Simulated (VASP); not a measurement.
# Mg (P6_3/mmc) in VASP: a series of runs

The runs below take Mg through band structure, with r2SCAN0, TPSSh, HF, HSE03.

Program: VASP 6.6.1. These are calculated values, not measurements. Logs are shortened: lines on timing, memory, paths and dates and some standing lists are left out, and cuts for length are marked.

## (1) The crystal as given

The structure is hexagonal, space group P6_3/mmc (No. 194). Conventional cell: a = 3.209 Å, b = 3.209 Å, c = 5.210 Å, α = 90.00°, β = 90.00°, γ = 120.00°. Mg (site symmetry -6m2) is surrounded by 12 Mg at 3.20 to 3.21 Å.

## (2) Band structure, r2SCAN0

File POSCAR:

```
Mg
1.0
    3.2093000000      0.0000000000      0.0000000000
   -1.6046500000      2.7793353284      0.0000000000
    0.0000000000      0.0000000000      5.2103000000
Mg
2
Direct
    0.6666666667      0.3333333333      0.7500000000
    0.3333333333      0.6666666667      0.2500000000
```

File INCAR.step1:

```
SYSTEM = Mg
ALGO     = Normal         ! electronic algorithm
EDIFF    = 1E-5           ! SCF threshold, eV
ENCUT    = 520            ! plane-wave cutoff, eV
GGA      = PE             ! functional
ISIF     = 2              ! what is computed and relaxed
ISMEAR   = -1             ! smearing method
LASPH    = .True.         ! aspherical terms in the spheres
LCHARG   = .False.        ! write CHGCAR
LREAL    = .False.        ! projectors in reciprocal space
LWAVE    = .True.         ! write WAVECAR
NELM     = 80             ! most SCF steps
PREC     = Accurate       ! precision mode
SIGMA    = 0.05           ! smearing width, eV
```

File INCAR.step2:

```
SYSTEM = Mg
AEXX     = 0.25           ! exact-exchange fraction
ALGO     = Normal         ! electronic algorithm
EDIFF    = 1E-7           ! SCF threshold, eV
ENCUT    = 520            ! plane-wave cutoff, eV
ISIF     = 2              ! what is computed and relaxed
ISMEAR   = -1             ! smearing method
ISTART   = 1            
LASPH    = .True.         ! aspherical terms in the spheres
LCHARG   = .False.        ! write CHGCAR
LHFCALC  = .True.         ! exact exchange
LMIXTAU  = .True.       
LREAL    = .False.        ! projectors in reciprocal space
LWAVE    = .False.        ! write WAVECAR
METAGGA  = R2SCAN         ! meta-GGA
NELM     = 80             ! most SCF steps
PREC     = Accurate       ! precision mode
PRECFOCK = Normal       
SIGMA    = 0.05           ! smearing width, eV
```

File KPOINTS:

```
k-points
0
Gamma
  5 5 3
  0 0 0
```

File KPOINTS_OPT:

```
path GMKGALHA,LM,KH
12
line-mode
reciprocal
 0.0000000000  0.0000000000  0.0000000000  G
 0.5000000000  0.0000000000  0.0000000000  M

 0.5000000000  0.0000000000  0.0000000000  M
 0.3333333333  0.3333333333  0.0000000000  K

 0.3333333333  0.3333333333  0.0000000000  K
 0.0000000000  0.0000000000  0.0000000000  G

 0.0000000000  0.0000000000  0.0000000000  G
 0.0000000000  0.0000000000  0.5000000000  A

 0.0000000000  0.0000000000  0.5000000000  A
 0.5000000000  0.0000000000  0.5000000000  L

 0.5000000000  0.0000000000  0.5000000000  L
 0.3333333333  0.3333333333  0.5000000000  H

 0.3333333333  0.3333333333  0.5000000000  H
 0.0000000000  0.0000000000  0.5000000000  A

 0.5000000000  0.0000000000  0.5000000000  L
 0.5000000000  0.0000000000  0.0000000000  M

 0.3333333333  0.3333333333  0.0000000000  K
 0.3333333333  0.3333333333  0.5000000000  H
```

Potentials or basis: VASP PAW PBE potentials, release 64 (Mg).

On the command line:

```bash
cat potpaw_PBE.64/Mg/POTCAR > POTCAR
cp INCAR.step1 INCAR
mpirun -np 1 vasp_std > vasp.out
cp INCAR.step2 INCAR
mpirun -np 1 vasp_std > vasp.out
```

OUTCAR:

```text
SYSTEM = Mg
   AEXX = 0.25
   EDIFF = 1E-7
   ENCUT = 520
   ISIF = 2
   ISMEAR = -1
   ISTART = 1
   LASPH = .True.
   LHFCALC = .True.
   LREAL = .False.
   METAGGA = R2SCAN
   NELM = 80
   PREC = Accurate
   PRECFOCK = Normal

 ion  position               nearest neighbor table
   1  0.667  0.333  0.750-   2 3.20   2 3.20   2 3.20   2 3.20   2 3.20   2 3.20
   2  0.333  0.667  0.250-   1 3.20   1 3.20   1 3.20   1 3.20   1 3.20   1 3.20

  LATTYP: Found a hexagonal cell.
 ALAT       =     3.2093000000
 C/A-ratio  =     1.6235004518

  Lattice vectors:

 A1 = (   3.2093000000,   0.0000000000,   0.0000000000)
 A2 = (  -1.6046500000,   2.7793353284,   0.0000000000)
 A3 = (   0.0000000000,   0.0000000000,   5.2103000000)

Analysis of symmetry for initial positions (statically):
=====================================================================
 Subroutine PRICEL returns:
 Original cell was already a primitive cell.

 Routine SETGRP: Setting up the symmetry group for a
 hexagonal supercell.

 Subroutine GETGRP returns: Found 24 space group operations
 (whereof 12 operations were pure point group operations)
 out of a pool of 24 trial point group operations.

The static configuration has the point symmetry D_3d.
 The point group associated with its full space group is D_6h.

Analysis of symmetry for dynamics (positions and initial velocities):
=====================================================================
 Subroutine PRICEL returns:
 Original cell was already a primitive cell.

 Routine SETGRP: Setting up the symmetry group for a
 hexagonal supercell.

 Subroutine GETGRP returns: Found 24 space group operations
 (whereof 12 operations were pure point group operations)
 out of a pool of 24 trial point group operations.

The dynamic configuration has the point symmetry D_3d.
 The point group associated with its full space group is D_6h.

 Subroutine INISYM returns: Found 24 space group operations
 (whereof 12 operations are pure point group operations),
 and found     1 'primitive' translations

----------------------------------------------------------------------------------------

                                     Primitive cell

  volume of cell :      46.4744

  direct lattice vectors                    reciprocal lattice vectors
     3.209300000  0.000000000  0.000000000     0.311594429  0.179899127  0.000000000
    -1.604650000  2.779335328  0.000000000     0.000000000  0.359798255  0.000000000
     0.000000000  0.000000000  5.210300000     0.000000000  0.000000000  0.191927528

  length of vectors
     3.209300000  3.209300000  5.210300000     0.359798255  0.359798255  0.191927528

  position of ions in fractional coordinates (direct lattice)
     0.666666667  0.333333333  0.750000000
     0.333333333  0.666666667  0.250000000

  ion indices of the primitive-cell ions
   primitive index   ion index
                 1           1
                 2           2

----------------------------------------------------------------------------------------

 KPOINTS: k-points

Automatic generation of k-mesh.
 Grid dimensions read from file:
 generate k-points for:    5    5    3

 Generating k-lattice:

  Cartesian coordinates                     Fractional coordinates (reciprocal lattice)
     0.062318886  0.035979825  0.000000000     0.200000000 -0.000000000  0.000000000
     0.000000000  0.071959651  0.000000000     0.000000000  0.200000000  0.000000000
     0.000000000  0.000000000  0.063975843     0.000000000  0.000000000  0.333333333

  Length of vectors
     0.071959651  0.071959651  0.063975843

  Shift w.r.t. Gamma in fractional coordinates (k-lattice)
     0.000000000  0.000000000  0.000000000

 Subroutine IBZKPT returns following result:
 ===========================================

 Found     10 irreducible k-points:

 Following reciprocal coordinates:
            Coordinates               Weight
  0.000000  0.000000  0.000000      1.000000
  0.200000  0.000000  0.000000      6.000000
  0.400000  0.000000  0.000000      6.000000
  0.200000  0.200000  0.000000      6.000000
  0.400000  0.200000  0.000000      6.000000
  0.000000  0.000000  0.333333      2.000000
  0.200000  0.000000  0.333333     12.000000
  0.400000  0.000000  0.333333     12.000000
  0.200000  0.200000  0.333333     12.000000
  0.400000  0.200000  0.333333     12.000000
   k-points           NKPTS =     10   k-points in BZ     NKDIM =     75   number of bands    NBANDS=      6
   number of dos      NEDOS =    301   number of ions     NIONS =      2
   total plane-waves  NPLWV =  23040
   dimension x,y,z NGX =    24 NGY =   24 NGZ =   40
   dimension x,y,z NGXF=    48 NGYF=   48 NGZF=   80
   ions per type =               2
   NGX,Y,Z   is equivalent  to a cutoff of  12.43, 12.43, 12.76 a.u.
   NGXF,Y,Z  is equivalent  to a cutoff of  24.86, 24.86, 25.53 a.u.
 SYSTEM =  Mg
   PREC   = accura    normal or accurate (medium, high low for compatibility)
   ISTART =      1    job   : 0-new  1-cont  2-samecut
   ICHARG =      0    charge: 1-file 2-atom 10-const
   ISPIN  =      1    spin polarized calculation?
   LNONCOLLINEAR =      F non collinear calculations
   LSORBIT =      F    spin-orbit coupling
   LASPH  =      T    aspherical Exc in radial PAW
   ENCUT  =  520.0 eV  38.22 Ry    6.18 a.u.   5.97  5.97  9.69*2*pi/ulx,y,z
   NELM   =     80;   NELMIN=  2; NELMDL=  0     # of ELM steps
   EDIFF  = 0.1E-06   stopping-criterion for ELM
   LREAL  =      F    real-space projection
   EDIFFG = 0.1E-05   stopping-criterion for IOM
   NSW    =      0    number of steps for IOM
   IBRION =     -1    ionic relax: 0-MD 1-quasi-New 2-CG
   NFREE  =      0    steps in history (QN), initial steepest desc. (CG)
   ISIF   =      2    stress and relaxation
   ISYM   =      3    0-nonsym 1-usesym 2-fastsym
   POTIM  = 0.5000    time-step for ionic-motion
   TEBEG  =    0.0;   TEEND  =   0.0 temperature during run
   PSTRESS=    0.0 pullay stress
   NELECT =       4.0000    total number of electrons
   NUPDOWN=      -1.0000    fix difference up-down
   EMIN   =  10.00;   EMAX   =-10.00  energy-range for DOS
   EFERMI =   0.00;   METHOD = LEGACY
   ISMEAR =    -1;   SIGMA  =   0.05  broadening in eV -4-tet -1-fermi 0-gaus
   EFERMI_NEDOS =   21; number of points for ismear=-14 and -15
   IALGO  =     38    algorithm
   IMIX   =      1    mixing-type and parameters
     AMIX     =   0.40;   BMIX     =  1.00
     AMIX_MAG =   1.60;   BMIX_MAG =  1.00
  volume/ion in A,a.u.               =      23.24       156.81
  Fermi-wavevector in a.u.,A,eV,Ry     =   0.722809  1.365911  7.108401  0.522453
  Thomas-Fermi vector in A             =   1.812866
   LORBIT       =      0    0 simple, 1 ext, 2 COOP (PROOUT), +10 PAW based schemes
   METAGGA = R2SCAN    functional components
   LHFCALC =     T    Hartree Fock is set to
   PRECFOCK=normal    Normal, Fast or Accurate (Low or Medium for compatibility)
   ENCUT4O =  -1.0   cutoff for four orbital integrals eV
   NKREDX  =     1    reduce k-point grid by
   NKREDY  =     1    reduce k-point grid by
   NKREDZ  =     1    reduce k-point grid by
   AEXX    =    0.2500 exact exchange contribution
   HFSCREEN=    0.0000 screening length (either q_TF or 0.3 A-1)
   HFSCREENC=   0.0000 screening length for correlation (either q_TF or 0.3 A-1)
   ENCUTFOCK=  -1.0 apply spherical cutoff to Coloumb kernel
   IVDW    =     0    specifies the selected vdW correction
   LEPSILON=     F    determine dielectric tensor
   LRPA    =     F    only Hartree local field effects (RPA)
 non-spin polarized calculation
  energy-cutoff  :      520.00
  volume of cell :       46.47
 maximum number of plane-waves:      1265
 NGX is ok and might be reduce to    24
  NGX = 18; NGY = 18; NGZ = 30

 number of electron       4.0000000 magnetization

 Free energy of the ion-electron system (eV)
  ---------------------------------------------------
  ext. energy  EPLUGINS =         0.00000000
  ---------------------------------------------------
  free energy    TOTEN  =        -7.17239671 eV

  energy without entropy =       -7.16878612  energy(sigma->0) =       -7.17059142

 E-fermi :   2.2057     XC(G=0):  -6.9820

 val. band max:        2.1252285880   @ k =   0.4000   0.0000   0.0000
 cond. band min:       3.3935102543   @ k =   0.2000   0.2000   0.0000
 fundamental gap:      1.2682816663
 Fermi energy:         2.2057318698

 k-point     1 :       0.0000    0.0000    0.0000
  band No.  band energies     occupation
      1      -6.0942      2.00000
      2       0.0790      2.00000
      3       0.7965      2.00000
      4      15.0162      0.00000
      5      15.0165      0.00000
      6      15.1304      0.00000

 k-point     2 :       0.2000    0.0000    0.0000
  band No.  band energies     occupation
      1      -5.1723      2.00000
      2       1.0245      2.00000
      3       1.7384      1.99983
      4       8.8082      0.00000
      5      12.2594      0.00000
      6      12.7454      0.00000

 k-point     3 :       0.4000    0.0000    0.0000
  band No.  band energies     occupation
      1      -2.4130      2.00000
      2       2.1252      1.66684
      3       4.2619      0.00000
      4       5.3065      0.00000
      5       8.4228      0.00000
      6       8.9829      0.00000

 k-point     4 :       0.2000    0.2000    0.0000
  band No.  band energies     occupation
      1      -3.3372      2.00000
      2       3.3935      0.00000
      3       3.8661      0.00000
      4       6.1005      0.00000
      5       6.8689      0.00000
      6      11.2918      0.00000

 k-point     5 :       0.4000    0.2000    0.0000
  band No.  band energies     occupation
      1       0.2428      2.00000
      2       0.3908      2.00000
      3       5.1036      0.00000
      4       6.6284      0.00000
      5       6.9673      0.00000
      6       7.3044      0.00000

 k-point     6 :       0.0000    0.0000    0.3333
  band No.  band energies     occupation
      1      -5.3656      2.00000
      2      -3.1964      2.00000
      3       5.9087      0.00000
      4      11.5022      0.00000
      5      15.4978      0.00000
      6      15.5344      0.00000

 k-point     7 :       0.2000    0.0000    0.3333
  band No.  band energies     occupation
      1      -4.4412      2.00000
      2      -2.2580      2.00000
      3       6.6625      0.00000
      4       9.4354      0.00000
      5      11.0228      0.00000
      6      12.2348      0.00000

 k-point     8 :       0.4000    0.0000    0.3333
  band No.  band energies     occupation
      1      -1.6692      2.00000
      2       0.4866      2.00000
      3       3.5875      0.00000
      4       5.5840      0.00000
      5       9.1694      0.00000
      6      11.4028      0.00000

 k-point     9 :       0.2000    0.2000    0.3333
  band No.  band energies     occupation
      1      -2.5976      2.00000
      2      -0.3774      2.00000
      3       6.7124      0.00000
      4       6.7737      0.00000
      5       8.2008      0.00000
      6       9.0725      0.00000

 k-point    10 :       0.4000    0.2000    0.3333
  band No.  band energies     occupation
      1       0.9428      2.00000
      2       1.0735      2.00000
      3       3.8658      0.00000
      4       3.8749      0.00000
      5       6.2990      0.00000
      6       8.1197      0.00000

------------------------ aborting loop because EDIFF is reached ----------------------------------------

  FORCE on cell =-STRESS in cart. coord.  units (eV):
  Direction    XX          YY          ZZ          XY          YZ          ZX
  --------------------------------------------------------------------------------------
  -------------------------------------------------------------------------------------
  Total       -0.4285046     -0.4285046     -0.1877487      0.0000000      0.0000000      0.0000000
  in kB      -14.7724343    -14.7724343     -6.4725226      0.0000000      0.0000000      0.0000000
  external PRESSURE =     -12.0057971 kB  Pullay stress =       0.0000000 kB

 VOLUME and BASIS-vectors are now :
 -----------------------------------------------------------------------------
  energy-cutoff  :      520.00
  volume of cell :       46.47
      direct lattice vectors                 reciprocal lattice vectors
     3.209300000  0.000000000  0.000000000     0.311594429  0.179899127  0.000000000
    -1.604650000  2.779335328  0.000000000     0.000000000  0.359798255  0.000000000
     0.000000000  0.000000000  5.210300000     0.000000000  0.000000000  0.191927528

 POSITION                                       TOTAL-FORCE (eV/Angst)
 -----------------------------------------------------------------------------------
      1.60465      0.92645      3.90773         0.000000     -0.000000     -0.000000
     -0.00000      1.85289      1.30258        -0.000000      0.000000      0.000000
 -----------------------------------------------------------------------------------
    total drift:                                0.000000      0.000000      0.000000

  FREE ENERGIE OF THE ION-ELECTRON SYSTEM (eV)
  ---------------------------------------------------
  free  energy   TOTEN  =        -7.1723967068 eV

  energy  without entropy=       -7.1687861239  energy(sigma->0) =       -7.17059142
```

It took 2.9 min on 1 thread of Intel Xeon 6975P-C (Granite Rapids), shared host; peak memory 0.21 GiB.

Results:

| Property | Result |
| --- | --- |
| Free energy | -7.1724 eV |
| Pressure | -1.2 GPa |

Levels at the corners of the path, in eV from the Fermi level:
| point | band 1 | band 2 | band 3 | band 4 | band 5 | band 6 |
| --- | --- | --- | --- | --- | --- | --- |
| Γ | -8.30 | -2.13 | -1.41 | 12.81 | 12.87 | 12.92 |
| M | -2.35 | -2.19 | 3.81 | 4.13 | 4.55 | 5.03 |
| M | -2.35 | -2.19 | 3.81 | 4.13 | 4.55 | 5.03 |
| K | -0.42 | -0.25 | -0.25 | 5.48 | 5.48 | 5.70 |
| K | -0.42 | -0.25 | -0.25 | 5.48 | 5.48 | 5.70 |
| Γ | -8.30 | -2.13 | -1.41 | 12.81 | 12.83 | 12.92 |
| Γ | -8.30 | -2.13 | -1.41 | 12.81 | 12.83 | 12.92 |
| A | -6.51 | -6.51 | 6.44 | 6.44 | 13.59 | 13.59 |
| A | -6.51 | -6.51 | 6.44 | 6.44 | 13.59 | 13.59 |
| L | -0.91 | -0.91 | 0.19 | 0.19 | 9.71 | 9.72 |
| L | -0.91 | -0.91 | 0.19 | 0.19 | 9.71 | 9.72 |
| H | 0.74 | 0.74 | 1.32 | 1.32 | 2.62 | 2.62 |
| H | 0.74 | 0.74 | 1.32 | 1.32 | 2.62 | 2.62 |
| A | -6.51 | -6.51 | 6.44 | 6.44 | 13.59 | 13.59 |
| L | -0.91 | -0.91 | 0.19 | 0.19 | 9.71 | 9.71 |
| M | -2.35 | -2.19 | 3.81 | 4.13 | 4.55 | 5.03 |
| K | -0.42 | -0.25 | -0.25 | 5.48 | 5.48 | 5.69 |
| H | 0.74 | 0.74 | 1.32 | 1.32 | 2.62 | 2.62 |

Caveat: the k mesh is coarse (spacing up to 0.45 Å⁻¹), so the values aren't converged, least of all with exact exchange; an unscreened hybrid on a path of extra k points without a Coulomb cutoff has errors near the mesh points, so the bands along the path aren't reliable; the PAW data sets were made with another functional, which shifts forces and pressure a little.

(Continued in part 2 of 2.)
